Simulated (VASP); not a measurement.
Crystal: ZrO2.

```
Zr O
1.0
     0.00000    2.54507    2.54507
     2.54507    0.00000    2.54507
     2.54507    2.54507    0.00000
Zr O
1 2
Direct
  0.00000 0.00000 0.00000
  0.25000 0.25000 0.25000
  0.75000 0.75000 0.75000
```

Measurements of this composition are mostly on another form, of space group No. 14.

| Item | Value |
| --- | --- |
| Program | VASP 6.6.1 |
| Task | relaxation of cell and atoms |
| Functional | LDA |
| Potentials or basis | VASP PAW LDA potentials, release 64 (Zr_sv, O) |
| Cutoff | 600 eV |
| k mesh | 8 × 8 × 8 |
| Occupations | gaussian, width 0.02 eV |
| Spin | no spin polarisation |

At the start: pressure -9.0 GPa; volume 10.99 Å³/atom.

Problem. How do energy, volume and symmetry change on relaxing?

Solution. Over 4 steps the energy falls by 11.2 meV/atom and the volume is 10.60 Å³/atom (-3.5 %); space group Fm-3m (No. 225, to 0.05 Å).

Step by step:
| step | energy change (eV) | largest force (eV/Å) | pressure (GPa) | volume (Å³) |
| --- | --- | --- | --- | --- |
| 1 | 0.0000 | 0.0000 | -9.00 | 32.97 |
| 2 | 0.0505 | 0.0000 | 16.64 | 30.11 |
| 3 | -0.0335 | 0.0000 | -0.15 | 31.83 |
| 4 | -0.0336 | 0.0000 | 0.04 | 31.80 |

Final structure:
```xyz
3
Lattice="0.0000 2.5147 2.5147 2.5147 0.0000 2.5147 2.5147 2.5147 0.0000" Properties=species:S:1:pos:R:3 pbc="T T T"
Zr    5.0294    5.0294    5.0294
O     1.2574    1.2574    1.2574
O     3.7721    3.7721    3.7721
```
